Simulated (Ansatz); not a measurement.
Run this with Ansatz 0.2.0 through its Python package and show what comes out.

`kconv.py`:
```python
"""k-point test for Bi2Te3."""

import warnings

import ansatz
import pandas as pd


def main() -> None:
    warnings.simplefilter("ignore", ansatz.DeckWarning)

    structure = (
        ansatz.Lattice.from_parameters(4.417, 4.417, 29.84, alpha=90, beta=90, gamma=120)
        .space_group(160)
        .atom("Bi", (0.0, 0.0, 0.188))
        .atom("Bi", (1 / 3, 2 / 3, 0.264667))
        .atom("Te", (1 / 3, 2 / 3, 0.055667))
        .atom("Te", (2 / 3, 1 / 3, 0.133333))
        .atom("Te", (0.0, 0.0, 0.0))
        .primitive()
    )

    calculation = (
        structure.calculation()
        .occupations("fermi_dirac", width=0.05)
        .functional("PBEsol")
        .pseudopotentials("paw")
        .basis(510)  # a bare number is in eV
    )

    rows = []
    for value in [(2, 2, 2), (4, 4, 4), (6, 6, 6), (8, 8, 8)]:
        data = calculation.kpoints(*value).run().report
        rows.append((value, data["free_energy_ev"] / len(data["lattice"]["sites"]), data["n_iterations"], data["n_kpoints"]))

    table = pd.DataFrame(rows, columns=["mesh", "F/atom (eV)", "iterations", "k-points"])
    print(table.round(5).to_string(index=False))

    # the last row is the reference
    for row in rows[:-1]:
        shift = 1000 * (row[1] - rows[-1][1])
        print(f"{row[0]}: {shift:+.2f} meV/atom" + ("  (within 2 meV)" if abs(shift) < 2 else ""))


if __name__ == "__main__":
    main()
```

`python kconv.py` gives:
```text
     mesh  F/atom (eV)  iterations  k-points
(2, 2, 2)  -9037.45318           8         4
(4, 4, 4)  -9037.65517           9        13
(6, 6, 6)  -9037.65772           9        32
(8, 8, 8)  -9037.65919           9        65
(2, 2, 2): +206.00 meV/atom
(4, 4, 4): +4.02 meV/atom
(6, 6, 6): +1.47 meV/atom  (within 2 meV)
```

From 6×6×6 on it stays within 2 meV an atom of the value at 8×8×8; the first row (2×2×2) is off by 206.0 meV and the last but one by 1.47 meV. That rests on few rows after larger swings, so the series isn't shown to be converged. This holds for F at a smearing of 0.05 eV; a narrower one needs a denser mesh.

Caveats:
- Spin-orbit coupling, which matters for elements this heavy, is left out.
- The starting cell is as deposited in a crystallographic database; the results hold for this polymorph, which needn't be the stable one.
- Shifts are counted from the finest mesh, which is itself no proven limit.
- Finished in 77 s on 1 thread of Arm Neoverse V1, on a shared host, peak memory 0.79 GiB.
